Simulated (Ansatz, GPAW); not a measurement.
# MgTe (110), 8 units: converging a work function

Aim: the settings at which the work function of MgTe (110), 8 units stops moving. Where a layer proves gapped, the work function hangs on where the smearing puts the Fermi level, and the band edges take its place.

Main program and level: GPAW 26.7.0 and Ansatz 0.2.0; Ansatz plane waves; layer without images along its normal, relaxation of atoms and in-plane cell, in the first sound run; inputs show where later runs differ.

### Step 1. The starting structure

The cell holds 16 atoms: 8 Mg and 8 Te. Its edges and angles: a = 4.540 Å, b = 6.420 Å, c = 33.889 Å, α = 90.0°, β = 90.0°, γ = 90.0°. It derives from MgTe (zincblende MgTe). Vacuum lies along c.

### Step 2. Relaxation

Forces are removed first; all later runs use this geometry.

File input.yaml:

```yaml
crystal:
  lattice:
    - [4.53962554, 0.0, 0.0]
    - [0.0, 6.42, 0.0]
    - [0.0, 0.0, 33.8886893733]
  atoms:
    - { symbol: Mg, position: [0.5, 0.5, 0.265575334] }
    - { symbol: Te, position: [0.0, 0.75, 0.265575334] }
    - { symbol: Mg, position: [0.0, 0.0, 0.33255381] }
    - { symbol: Te, position: [0.5, 0.25, 0.33255381] }
    - { symbol: Mg, position: [0.5, 0.5, 0.399532286] }
    - { symbol: Te, position: [0.0, 0.75, 0.399532286] }
    - { symbol: Mg, position: [0.0, 0.0, 0.466510762] }
    - { symbol: Te, position: [0.5, 0.25, 0.466510762] }
    - { symbol: Mg, position: [0.5, 0.5, 0.533489238] }
    - { symbol: Te, position: [0.0, 0.75, 0.533489238] }
    - { symbol: Mg, position: [0.0, 0.0, 0.600467714] }
    - { symbol: Te, position: [0.5, 0.25, 0.600467714] }
    - { symbol: Mg, position: [0.5, 0.5, 0.66744619] }
    - { symbol: Te, position: [0.0, 0.75, 0.66744619] }
    - { symbol: Mg, position: [0.0, 0.0, 0.734424666] }
    - { symbol: Te, position: [0.5, 0.25, 0.734424666] }
  periodic: [true, true, false]
kpoints:
  mp_grid: { grid: [6, 5, 1] }
hamiltonian:
  xc: pbe
scf:
  occupations: { method: fermi_dirac, width: 0.05 }
relax:
  f_tol: 0.01
  max_steps: 90
  cell: {}
```

The run is started by

```
$ ansatz run input.yaml --threads 4 --pin off --max-ram 8192MiB --backend cpu --events-out ev --progress --plain --runs-dir out
```

Numbers of over 12 decimals in the logs are rounded to 6 here.

The program printed:

```text
Warning: crystal.periodic: the lattice vector that does not repeat stood 0.000° off the slab's normal, 33.889 Å along it as the deck builds it. The run solves the slab on a vector along the normal, 55.577 Å long, with every atom where it was (on the deck's vector they left 18.00 Å outside them, and the widest stretch free of ions among them is 2.27 Å). A fractional position that the run reports is one of the run's ce [...]
crystal.periodic: the lattice vector that does not repeat stood 0.000° off the slab's normal, 33.889 Å along it as the deck builds it. The run solves the slab on a vector along the normal, 55.577 Å long, with every atom where it was (on the deck's vector they left 18.00 Å outside them, and the widest stretch free of ions among them is 2.27 Å). A fractional position that the run reports is one of the run's cell, which [...]
Engine: ansatz 0.2.0, aarch64-unknown-linux-gnu
Pseudopotentials: kind: paw
Pseudopotential: Mg, paw, valence charge 10, recommended cutoff 420 eV (normal), Mg.paw.azcp
Pseudopotential: Te, paw, valence charge 16, recommended cutoff 420 eV (normal), Te.paw.azcp
Functional definition: PBE
  parameter kappa = 0.804
  parameter beta = 0.066725
  exchange = pbe_x(kappa = kappa, mu = beta*pi^2/3)
  correlation = pbe_c(beta = beta)
Crystal: 16 atoms, lattice volume = 1619.769 Å³
Basis set: ecut = 420 eV, 31739 PW (Γ), exchange–correlation on 64×90×750 points (8 copies of the dense FFT grid, shifted against one another)
Bands: 125, of which v1, the nominal top of the filled ones, is band 104 counted from 1 (103 counted from 0)
Symmetry: 4 space group operations
Space group: Pmn21 (ITA 31), of the structure as read, at distance tolerance 1.2e-4 Å
k-points: 12 of 30 (time reversal used)
Non-local potential: Mg, projectors of the file, l = 0: 3, l = 1: 2, l = 2: 1
Non-local potential: Te, projectors of the file, l = 0: 2, l = 1: 2, l = 2: 2, l = 3: 2
PAW form: soft (Blöchl's): semilocal exchange-correlation on the pseudo side does not see the compensation charge
PAW one-centre angular grid: Mg, 110 points (default); XC on 64 Gauss nodes
PAW one-centre angular grid: Te, 590 points (default); XC on 64 Gauss nodes
Initial density: superposition of atomic densities (neutral atoms: chi_scale 0, normalization atom), corrected by the library's trained network
Initial wavefunctions: pseudopotential atomic-orbital guess
Functional: x = pbe(κ = 0.804, μ = 0.219515), c = pbe(β = 0.066725)
SCF iter   1: F=—  HF=-71242.278802 eV  |F-HF|=—  |Δ(HF+E_count)|=         —  Δρ=7.20e-4  dr2=4.26e-2  ethr=1.77e-3  ⟨swp⟩=12.7  Hψ=7874  notcnv=0  defer=65
preconditioner: auto → Resta (q_TF=auto, 1.938 Å⁻¹)  ε∞=1.8  [insulator: Δε(μ)=1.980 eV  Ē_g=8.036 eV  σ=0.050 eV  W_gap=1.00  n_scr=206 (ndim 8)  ℏωp=7.4 eV  f_vac=0.656  D(μ)=0.00/eV (n_scr^D=0)  ε∞_Penn≈1.8  vacuum switching on, ρ_ref=4.7e-3 e/Å³]
SCF iter   2: F=—  HF=-71242.264323 eV  |F-HF|=—  |Δ(HF+E_count)|=   1.45e-2  Δρ=3.82e-4  dr2=5.50e-3  ethr=2.05e-5  ⟨swp⟩=3.2  Hψ=3229  notcnv=0  defer=176
SCF iter   3: F=—  HF=-71242.264652 eV  |F-HF|=—  |Δ(HF+E_count)|=   3.28e-4  Δρ=1.75e-4  dr2=1.19e-3  ethr=2.64e-6  ⟨swp⟩=2.1  Hψ=1698  notcnv=0  defer=176
SCF iter   4: F=—  HF=-71242.265152 eV  |F-HF|=—  |Δ(HF+E_count)|=   5.00e-4  Δρ=7.70e-5  dr2=4.00e-4  ethr=5.74e-7  ⟨swp⟩=3.0  Hψ=1945  notcnv=0  defer=176
SCF iter   5: F=—  HF=-71242.265163 eV  |F-HF|=—  |Δ(HF+E_count)|=   1.10e-5  Δρ=3.46e-5  dr2=2.52e-5  ethr=1.92e-7  ⟨swp⟩=2.3  Hψ=1662  notcnv=0  defer=176
SCF iter   6: F=—  HF=-71242.265015 eV  |F-HF|=—  |Δ(HF+E_count)|=   1.48e-4  Δρ=1.10e-5  dr2=2.91e-6  ethr=1.21e-8  ⟨swp⟩=3.6  Hψ=3231  notcnv=0  defer=177
SCF iter   7: F=—  HF=-71242.265017 eV  |F-HF|=—  |Δ(HF+E_count)|=   2.26e-6  Δρ=4.14e-6  dr2=2.68e-7  ethr=1.40e-9  ⟨swp⟩=2.6  Hψ=1856  notcnv=0  defer=177
SCF iter   8: F=-71242.265018 eV  HF=-71242.265018 eV  |F-HF|=1.70e-8  |Δ(HF+E_count)|=   6.49e-7  Δρ=1.18e-6  dr2=3.11e-8  ethr=4.81e-11  ⟨swp⟩=6.0  Hψ=5698  notcnv=0
SCF 1 converged in 8 iterations: F = -71242.265018 eV  dr2 = 3.11e-8
  greatest PAW one-centre occupation: 1.000 electrons in one spin orbital (limit 2), on the Mg atom at site 8 (counted from 0), in its partial waves of l = 0
relax step   1: F+E_penalty+E_count = -71242.26501774 eV  Δ(F+E_penalty+E_count) = +0.000e0 eV  max|allowed force component| = 6.967e-1 eV/Å  Δτ_max = 0.0000 Å  P = +1.336 N/m  Ω = 1619.769 Å³  fix = [c, alpha, beta]  reactions: c +0.000 N/m  (8 SCF iters, dr2 threshold 1.00e-7 eV, accepted)
Crystal: 16 atoms, lattice volume = 1636.157 Å³
Basis set: ecut = 420 eV, 32059 PW (Γ), exchange–correlation on 64×90×750 points (8 copies of the dense FFT grid, shifted against one another)
Initial density: handed on by an earlier stage of this run
Initial wavefunctions: those handed on with the density
iter 1 solved again at ethr=7.48e-5 eV; its pass at ethr=3.10e-3 eV (dr2=1.56e-1 eV) is discarded
SCF iter   1: F=—  HF=-71242.718052 eV  |F-HF|=—  |Δ(HF+E_count)|=         —  Δρ=1.68e-3  dr2=1.56e-1  ethr=7.48e-5  ⟨swp⟩=5.2  Hψ=8336  notcnv=0  defer=9
preconditioner: auto → Resta (q_TF=auto, 1.935 Å⁻¹)  ε∞=1.8  [insulator: Δε(μ)=2.363 eV  Ē_g=8.087 eV  σ=0.050 eV  W_gap=1.00  n_scr=210 (ndim 8)  ℏωp=7.3 eV  f_vac=0.660  D(μ)=0.00/eV (n_scr^D=0)  ε∞_Penn≈1.8  vacuum switching on, ρ_ref=4.7e-3 e/Å³]
SCF iter   2: F=—  HF=-71242.728931 eV  |F-HF|=—  |Δ(HF+E_count)|=   1.09e-2  Δρ=8.94e-4  dr2=2.91e-2  ethr=7.48e-5  ⟨swp⟩=5.8  Hψ=2889  notcnv=0  defer=43
SCF iter   3: F=—  HF=-71242.739376 eV  |F-HF|=—  |Δ(HF+E_count)|=   1.04e-2  Δρ=5.08e-4  dr2=1.23e-2  ethr=1.40e-5  ⟨swp⟩=3.0  Hψ=2213  notcnv=0  defer=133
SCF iter   4: F=—  HF=-71242.742086 eV  |F-HF|=—  |Δ(HF+E_count)|=   2.71e-3  Δρ=1.54e-4  dr2=1.74e-3  ethr=5.90e-6  ⟨swp⟩=2.8  Hψ=1848  notcnv=0  defer=133
SCF iter   5: F=—  HF=-71242.742264 eV  |F-HF|=—  |Δ(HF+E_count)|=   1.78e-4  Δρ=5.45e-5  dr2=1.37e-4  ethr=8.37e-7  ⟨swp⟩=3.0  Hψ=2346  notcnv=0  defer=133
SCF iter   6: F=—  HF=-71242.742158 eV  |F-HF|=—  |Δ(HF+E_count)|=   1.06e-4  Δρ=2.05e-5  dr2=9.03e-6  ethr=6.61e-8  ⟨swp⟩=2.3  Hψ=2415  notcnv=0  defer=160
SCF iter   7: F=-71242.742167 eV  HF=-71242.742166 eV  |F-HF|=8.24e-7  |Δ(HF+E_count)|=   8.38e-6  Δρ=6.45e-6  dr2=7.70e-7  ethr=7.69e-10  ⟨swp⟩=6.3  Hψ=5633  notcnv=0
SCF 2 converged in 7 iterations: F = -71242.742167 eV  dr2 = 7.70e-7
[...]
relax step   3: F+E_penalty+E_count = -71242.96154553 eV  Δ(F+E_penalty+E_count) = -2.194e-1 eV  max|allowed force component| = 1.873e-1 eV/Å  Δτ_max = 0.1925 Å  P = +0.170 N/m  Ω = 1651.203 Å³  energy of the carried Pulay correction = -7.984e-4 eV  fix = [c, alpha, beta]  reactions: c +0.000 N/m  (7 SCF iters, dr2 threshold 1.60e-6 eV, accepted)
[...]
relax step   4: F+E_penalty+E_count = -71243.02004782 eV  Δ(F+E_penalty+E_count) = -5.850e-2 eV  max|allowed force component| = 7.153e-2 eV/Å  Δτ_max = 0.1804 Å  P = -0.276 N/m  Ω = 1656.979 Å³  energy of the carried Pulay correction = -9.434e-4 eV  fix = [c, alpha, beta]  reactions: c -0.000 N/m  (7 SCF iters, dr2 threshold 1.60e-6 eV, accepted)
[...]
relax step   5: F+E_penalty+E_count = -71243.02288502 eV  Δ(F+E_penalty+E_count) = -2.837e-3 eV  max|allowed force component| = 5.592e-2 eV/Å  Δτ_max = 0.0446 Å  P = +0.059 N/m  Ω = 1651.416 Å³  energy of the carried Pulay correction = -8.037e-4 eV  fix = [c, alpha, beta]  reactions: c +0.000 N/m  (7 SCF iters, dr2 threshold 3.20e-7 eV, accepted)
[...]
relax step   6: F+E_penalty+E_count = -71243.02431173 eV  Δ(F+E_penalty+E_count) = -1.427e-3 eV  max|allowed force component| = 4.416e-3 eV/Å  Δτ_max = 0.0244 Å  P = -0.003 N/m  Ω = 1654.071 Å³  energy of the carried Pulay correction = -8.705e-4 eV  fix = [c, alpha, beta]  reactions: c -0.000 N/m  (6 SCF iters, dr2 threshold 1.95e-7 eV, accepted)
Initial wavefunctions: pseudopotential atomic-orbital guess (no wavefunctions were taken with the density)
iter 1 solved again at ethr=1.33e-6 eV; its pass at ethr=3.10e-3 eV (dr2=2.77e-3 eV) is discarded
SCF iter   1: F=—  HF=-71243.014487 eV  |F-HF|=—  |Δ(HF+E_count)|=         —  Δρ=9.13e-5  dr2=3.73e-6  ethr=1.33e-6  ⟨swp⟩=5.9  Hψ=13078  notcnv=0  defer=3
eigensolver tolerance schedule: the retry pair's looser diagonalisation over-reported the residual by 740.42 of it (diagonalisation noise at 0.47 of the residual, at the tolerance the schedule requests for it); recorded, not acted on — ethr = c·dr2/N_el stays at c = 1.0e-1
preconditioner: auto → Resta (q_TF=auto, 1.931 Å⁻¹)  ε∞=1.8  [insulator: Δε(μ)=2.433 eV  Ē_g=8.083 eV  σ=0.050 eV  W_gap=1.00  n_scr=210 (ndim 8)  ℏωp=7.3 eV  f_vac=0.658  D(μ)=0.00/eV (n_scr^D=0)  ε∞_Penn≈1.8  vacuum switching on, ρ_ref=4.7e-3 e/Å³]
SCF iter   2: F=—  HF=-71243.021570 eV  |F-HF|=—  |Δ(HF+E_count)|=   7.08e-3  Δρ=4.58e-5  dr2=1.02e-6  ethr=1.79e-9  ⟨swp⟩=4.4  Hψ=4000  notcnv=0  defer=4
SCF iter   3: F=—  HF=-71243.024687 eV  |F-HF|=—  |Δ(HF+E_count)|=   3.12e-3  Δρ=1.28e-5  dr2=4.28e-7  ethr=4.93e-10  ⟨swp⟩=3.2  Hψ=2663  notcnv=0  defer=4
SCF iter   4: F=—  HF=-71243.025120 eV  |F-HF|=—  |Δ(HF+E_count)|=   4.33e-4  Δρ=2.71e-6  dr2=1.10e-7  ethr=2.06e-10  ⟨swp⟩=3.1  Hψ=2174  notcnv=0  defer=4
SCF iter   5: F=—  HF=-71243.025148 eV  |F-HF|=—  |Δ(HF+E_count)|=   2.76e-5  Δρ=1.16e-6  dr2=4.92e-9  ethr=5.30e-11  ⟨swp⟩=3.2  Hψ=2154  notcnv=0  defer=4
SCF iter   6: F=—  HF=-71243.025159 eV  |F-HF|=—  |Δ(HF+E_count)|=   1.11e-5  Δρ=2.76e-7  dr2=5.77e-10  ethr=2.37e-12  ⟨swp⟩=3.5  Hψ=2384  notcnv=0  defer=4
SCF iter   7: F=—  HF=-71243.025160 eV  |F-HF|=—  |Δ(HF+E_count)|=   1.50e-6  Δρ=4.83e-8  dr2=1.46e-10  ethr=1.00e-12  ⟨swp⟩=2.9  Hψ=1973  notcnv=0  defer=4
SCF iter   8: F=-71243.025160 eV  HF=-71243.025160 eV  |F-HF|=2.02e-8  |Δ(HF+E_count)|=   5.88e-9  Δρ=2.35e-8  dr2=1.24e-11  ethr=1.00e-12  ⟨swp⟩=7.5  Hψ=7865  notcnv=0
SCF 7 converged in 8 iterations: F = -71243.025160 eV  dr2 = 1.24e-11
relax step   7: F+E_penalty+E_count = -71243.02516020 eV  Δ(F+E_penalty+E_count) = -8.485e-4 eV  max|allowed force component| = 4.389e-3 eV/Å  Δτ_max = 0.0000 Å  P = -0.004 N/m  Ω = 1654.071 Å³  fix = [c, alpha, beta]  reactions: c -0.000 N/m  stress off target by 1.39e-2 N/m on what of the cell is left free  SCF on the basis re-selected at this cell (its energy is not comparable with the rows above)  (8 SCF iters)
basis re-selected at this cell: Δ(F+E_penalty+E_count) = -8.485e-4 eV, ΔP = -0.001 N/m vs the last step (what re-selecting the basis moved, of the pressure what is left beyond the Pulay correction that the steps carried, after the strain that the cell walked since its last selection, with what the two solves' SCF thresholds leave and, on support functions, any second-order correction that the steps lacked; it is no m [...]
SCF converged after 8 iterations
Free energy (F): -71243.025160 eV
Harris-Foulkes:  -71243.025160 eV  (|F-HF|=2.02e-8)
Internal energy: -71243.025160 eV  (E = F + TS)
E sigma→0 (E₀):  -71243.025160 eV
Fermi energy:    -4.546401 eV
--- Per-component energies (eV) ---
  E_band       = -7437.388244
  E_kinetic    = 2046.247122
  E_local      = -1053805.407445  (includes V_loc(G=0)·N_el)
  E_nonlocal   = -1713.061631
  E_hartree    = 525221.195858
  E_xc         = -1223.141270
  E_vxc        = -1128.209741  (∫ρ·V_xc dr)
  E_paw        = -39646.357891  (= ΣΔE_a)
  E_vpaw       = -3279.346894  (= ΣTr[D̂ρ^β])
  E_aug_tail   = -0.001445  (compensation charges beyond the density's cutoff)
  E_ewald      = 497877.501542
  E_smearing   = -0.000000  (= −TS)
  E_closure    = 0.000000  (closes the sum)
  Σ components = -71243.025160   (vs F -71243.025160, Δ=0.00e0)
--- Forces (eV/Å), atoms counted from 1 ---
  atom   1  Mg     0.00000000     0.00150941    -0.00122239
  atom   2  Te    -0.00000000     0.00097935     0.00410539
  atom   3  Mg     0.00000000    -0.00077372    -0.00143941
  atom   4  Te     0.00000000    -0.00014790     0.00183216
  atom   5  Mg     0.00000000     0.00035298    -0.00438862
  atom   6  Te    -0.00000000     0.00121341     0.00254815
  atom   7  Mg     0.00000000    -0.00242232    -0.00033446
  atom   8  Te    -0.00000000    -0.00071146     0.00170365
  atom   9  Mg    -0.00000000    -0.00242232     0.00033446
  atom  10  Te     0.00000000    -0.00071146    -0.00170365
  atom  11  Mg     0.00000000     0.00035298     0.00438862
  atom  12  Te     0.00000000     0.00121341    -0.00254815
  atom  13  Mg     0.00000000    -0.00077372     0.00143941
  atom  14  Te     0.00000000    -0.00014790    -0.00183216
  atom  15  Mg     0.00000000     0.00150941     0.00122239
  atom  16  Te     0.00000000     0.00097935    -0.00410539
  max |Σ_I F_I| component: 5.25e-7 eV/Å
--- 2D stress c σ (N/m, compression-positive) ---
       -0.013878       0.000000      -0.000000
        0.000000       0.006080       0.000000
       -0.000000       0.000000      -0.000000
  P = ½ c Tr σ = -0.0039 N/m
--- Relaxed structure (6 steps of the walk, 6 accepted, 1 SCFs on fresh bases) ---
  F+E_penalty+E_count = -71243.02516020 eV   max|allowed force component| = 4.389e-3 eV/Å   (the final SCF, on the basis selected at the relaxed cell)
  cell:  # Å, volume = 1654.0710 Å³
    - [4.583246, 0, 0]
    - [0, 6.493561, 0]
    - [0, 0, 55.577379]
  atoms:
    - { symbol: Mg, position: [0.500000, 0.561380, 0.169700] }
    - { symbol: Te, position: [3.939072742269001e-18, 0.761797, 0.156140] }
    - { symbol: Mg, position: [2.6230367610153055e-18, -0.014935, 0.198917] }
    - { symbol: Te, position: [0.500000, 0.237238, 0.201992] }
    - { symbol: Mg, position: [0.500000, 0.488007, 0.243523] }
    - { symbol: Te, position: [1.3244199013455817e-18, 0.741148, 0.241669] }
    - { symbol: Mg, position: [6.972940823198593e-19, -0.012958, 0.283432] }
    - { symbol: Te, position: [0.500000, 0.238323, 0.284714] }
    - { symbol: Mg, position: [0.500000, 0.487042, 0.326325] }
    - { symbol: Te, position: [1.7371175014070618e-19, 0.738323, 0.325043] }
    - { symbol: Mg, position: [0, -0.011993, 0.366234] }
    - { symbol: Te, position: [0.500000, 0.241148, 0.368088] }
    - { symbol: Mg, position: [0.500000, 0.485065, 0.410840] }
    - { symbol: Te, position: [-5.334835940245466e-19, 0.737238, 0.407765] }
    - { symbol: Mg, position: [5.2762786376205766e-18, 0.061380, 0.440057] }
    - { symbol: Te, position: [0.500000, 0.261797, 0.453617] }
```

Run time: 13 min. Hardware: 4 threads of Arm Neoverse N1, shared host; peak memory 4.6 GiB; 50 min of CPU time.

Relaxation path:

```csv
step,energy less that of the first step (eV),largest force component (eV/Å),volume (Å³)
1,0.0000,0.6967,1619.77
2,-0.4771,0.3566,1636.16
3,-0.6965,0.1873,1651.20
4,-0.7550,0.0715,1656.98
5,-0.7579,0.0559,1651.42
6,-0.7593,0.0044,1654.07
7*,-0.7601,0.0044,1654.07
```

Relaxation steps marked * repeat the geometry before them on a plane-wave basis chosen anew for their cell, so energy and pressure can jump there.

Forces are held to the 4 operations that the run works with; a distortion that breaks them can't arise in this run.

| cell as run | before | after | change |
| --- | --- | --- | --- |
| a (Å) | 4.540 | 4.583 | +1.0 % |
| b (Å) | 6.420 | 6.494 | +1.1 % |

The atoms that moved most (Å, along periodic axes as changes of fractional coordinates times the final cell, across vacuum about the mean position):

| atom | dx | dy | dz | length |
| --- | --- | --- | --- | --- |
| Mg15 | 0.000 | 0.399 | -0.431 | 0.587 |
| Mg1 | 0.000 | 0.399 | 0.431 | 0.587 |
| Te2 | 0.000 | 0.077 | -0.322 | 0.331 |
| Te16 | 0.000 | 0.077 | 0.322 | 0.331 |
| Mg13 | 0.000 | -0.097 | 0.215 | 0.235 |
| Mg3 | 0.000 | -0.097 | -0.215 | 0.235 |
| Te6 | 0.000 | -0.057 | -0.108 | 0.123 |
| Te12 | 0.000 | -0.057 | 0.108 | 0.123 |

Numbers from this step:

| Item | Value |
| --- | --- |
| free energy | -71243.0252 eV |
| gap by band count | 2.433 eV |
| symmetry operations | 4 |

The relaxation lowered the energy of the cell by 0.760 eV.

(Continued in part 2 of 3.)

[Logs are printed without paths, hosts, clocks, repeated set-up lines and the standing remarks that a program may print on its own settings, such as how far it seeks lower states.]

[Hosts, paths, dates, database ids (printed as entryN), source tags and the programs' standing remarks are cut or masked in the printed files.]
